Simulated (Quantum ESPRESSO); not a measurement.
Here is a Quantum ESPRESSO 7.5 calculation.

pw.in

```
&CONTROL
  calculation = 'scf'
  prefix = 'pwscf'
  outdir = './tmp'
  pseudo_dir = './pseudo'
  tprnfor = .true.
  tstress = .true.
  disk_io = 'low'
/
&SYSTEM
  ibrav = 0
  nat = 2
  ntyp = 2
  ecutwfc = 45
  ecutrho = 360
  nbnd = 19
  occupations = 'smearing'
  smearing = 'fd'
  degauss = 0.00367493
/
&ELECTRONS
  conv_thr = 4d-10
  electron_maxstep = 120
  mixing_beta = 0.5
/
ATOMIC_SPECIES
Ga    69.7230 ga_lda_v1.4.uspp.F.UPF
N     14.0070 n_lda_v1.2.uspp.F.UPF
CELL_PARAMETERS angstrom
   0.0000000000    2.2535006075    2.2535006075
   2.2535006075    0.0000000000    2.2535006075
   2.2535006075    2.2535006075    0.0000000000
ATOMIC_POSITIONS crystal
Ga     0.0000000000    0.0000000000    0.0000000000
N      0.2500000000    0.2500000000    0.2500000000
K_POINTS automatic
10 10 10 0 0 0
```

bands.in

```
&CONTROL
  calculation = 'bands'
  prefix = 'pwscf'
  outdir = './tmp'
  pseudo_dir = './pseudo'
  disk_io = 'low'
  verbosity = 'high'
/
&SYSTEM
  ibrav = 0
  nat = 2
  ntyp = 2
  ecutwfc = 45
  ecutrho = 360
  nbnd = 19
  occupations = 'smearing'
  smearing = 'fd'
  degauss = 0.00367493
/
&ELECTRONS
  conv_thr = 1d-08
  electron_maxstep = 120
  mixing_beta = 0.5
  diago_full_acc = .true.
/
ATOMIC_SPECIES
Ga    69.7230 ga_lda_v1.4.uspp.F.UPF
N     14.0070 n_lda_v1.2.uspp.F.UPF
CELL_PARAMETERS angstrom
   0.0000000000    2.2535006075    2.2535006075
   2.2535006075    0.0000000000    2.2535006075
   2.2535006075    2.2535006075    0.0000000000
ATOMIC_POSITIONS crystal
Ga     0.0000000000    0.0000000000    0.0000000000
N      0.2500000000    0.2500000000    0.2500000000
K_POINTS crystal
60
 0.0000000000  0.0000000000  0.0000000000 1
 0.0625000000  0.0000000000  0.0625000000 1
 0.1250000000  0.0000000000  0.1250000000 1
 0.1875000000  0.0000000000  0.1875000000 1
 0.2500000000  0.0000000000  0.2500000000 1
 0.3125000000  0.0000000000  0.3125000000 1
 0.3750000000  0.0000000000  0.3750000000 1
 0.4375000000  0.0000000000  0.4375000000 1
 0.5000000000  0.0000000000  0.5000000000 1
 0.5000000000  0.0625000000  0.5625000000 1
 0.5000000000  0.1250000000  0.6250000000 1
 0.5000000000  0.1875000000  0.6875000000 1
 0.5000000000  0.2500000000  0.7500000000 1
 0.4375000000  0.3125000000  0.7500000000 1
 0.3750000000  0.3750000000  0.7500000000 1
 0.3375000000  0.3375000000  0.6750000000 1
 0.3000000000  0.3000000000  0.6000000000 1
 0.2625000000  0.2625000000  0.5250000000 1
 0.2250000000  0.2250000000  0.4500000000 1
 0.1875000000  0.1875000000  0.3750000000 1
 0.1500000000  0.1500000000  0.3000000000 1
 0.1125000000  0.1125000000  0.2250000000 1
 0.0750000000  0.0750000000  0.1500000000 1
 0.0375000000  0.0375000000  0.0750000000 1
 0.0000000000  0.0000000000  0.0000000000 1
 0.0625000000  0.0625000000  0.0625000000 1
 0.1250000000  0.1250000000  0.1250000000 1
 0.1875000000  0.1875000000  0.1875000000 1
 0.2500000000  0.2500000000  0.2500000000 1
 0.3125000000  0.3125000000  0.3125000000 1
 0.3750000000  0.3750000000  0.3750000000 1
 0.4375000000  0.4375000000  0.4375000000 1
 0.5000000000  0.5000000000  0.5000000000 1
 0.5250000000  0.4500000000  0.5250000000 1
 0.5500000000  0.4000000000  0.5500000000 1
 0.5750000000  0.3500000000  0.5750000000 1
 0.6000000000  0.3000000000  0.6000000000 1
 0.6250000000  0.2500000000  0.6250000000 1
 0.5833333333  0.2500000000  0.6666666667 1
 0.5416666667  0.2500000000  0.7083333333 1
 0.5000000000  0.2500000000  0.7500000000 1
 0.5000000000  0.2857142857  0.7142857143 1
 0.5000000000  0.3214285714  0.6785714286 1
 0.5000000000  0.3571428571  0.6428571429 1
 0.5000000000  0.3928571429  0.6071428571 1
 0.5000000000  0.4285714286  0.5714285714 1
 0.5000000000  0.4642857143  0.5357142857 1
 0.5000000000  0.5000000000  0.5000000000 1
 0.4821428571  0.4821428571  0.5357142857 1
 0.4642857143  0.4642857143  0.5714285714 1
 0.4464285714  0.4464285714  0.6071428571 1
 0.4285714286  0.4285714286  0.6428571429 1
 0.4107142857  0.4107142857  0.6785714286 1
 0.3928571429  0.3928571429  0.7142857143 1
 0.3750000000  0.3750000000  0.7500000000 1
 0.6250000000  0.2500000000  0.6250000000 1
 0.5937500000  0.1875000000  0.5937500000 1
 0.5625000000  0.1250000000  0.5625000000 1
 0.5312500000  0.0625000000  0.5312500000 1
 0.5000000000  0.0000000000  0.5000000000 1
```

Potentials or basis: GBRV 1.5 LDA.

Command:

```sh
$ OMP_NUM_THREADS=1 pw.x -in pw.in > pw.out
$ OMP_NUM_THREADS=1 pw.x -in bands.in > bands.out
```

Q: Estimate the band gap along the path.

A: 1.74 eV, direct.

Q: Estimate the band gap on the k mesh.

A: 1.74 eV, direct.

Levels at the corners of the path, in eV from the valence-band top:
| point | band 8 | band 9 | band 10 | band 11 | band 12 | band 13 | band 14 | band 15 | band 16 | band 17 |
| --- | --- | --- | --- | --- | --- | --- | --- | --- | --- | --- |
| Γ | -13.18 | -13.18 | 0.00 | 0.00 | 0.00 | 1.74 | 10.12 | 10.12 | 10.12 | 17.28 |
| X | -13.10 | -11.34 | -6.22 | -2.73 | -2.73 | 3.26 | 6.46 | 11.49 | 13.76 | 13.76 |
| W | -13.17 | -11.05 | -5.80 | -3.74 | -3.69 | 6.12 | 8.21 | 10.16 | 10.90 | 15.06 |
| K | -13.14 | -11.17 | -5.96 | -4.31 | -2.20 | 4.88 | 7.70 | 10.87 | 12.66 | 13.44 |
| Γ | -13.18 | -13.18 | 0.00 | 0.00 | 0.00 | 1.74 | 10.12 | 10.12 | 10.12 | 17.28 |
| L | -13.13 | -11.82 | -7.13 | -0.98 | -0.98 | 4.53 | 8.59 | 10.20 | 10.20 | 15.38 |
| U | -13.14 | -11.17 | -5.96 | -4.31 | -2.20 | 4.88 | 7.70 | 10.87 | 12.66 | 13.44 |
| W | -13.17 | -11.05 | -5.80 | -3.74 | -3.69 | 6.12 | 8.21 | 10.16 | 10.90 | 15.06 |
| L | -13.13 | -11.82 | -7.13 | -0.98 | -0.98 | 4.53 | 8.59 | 10.20 | 10.20 | 15.38 |
| K | -13.14 | -11.17 | -5.96 | -4.31 | -2.20 | 4.88 | 7.70 | 10.87 | 12.66 | 13.44 |
| U | -13.14 | -11.17 | -5.96 | -4.31 | -2.20 | 4.88 | 7.70 | 10.87 | 12.66 | 13.44 |
| X | -13.10 | -11.34 | -6.22 | -2.73 | -2.73 | 3.26 | 6.46 | 11.49 | 13.76 | 13.76 |

**Measured values to compare with.**

A printed reference work, textbook reports, for a bulk crystal of GaN at 0 K: band gap 3.299 eV (direct).

A measured gap of GaN is 3.299 eV (direct; 0 K; a printed reference work, textbook); the calculated 1.74 eV misses it by -1.56 eV. Spin-orbit coupling on Ga is left out. The value is that of LDA, without temperature or zero-point motion. Semilocal functionals fall short of measured gaps as a rule. The cell is a database's relaxed one, not the measured one, which moves gaps too.
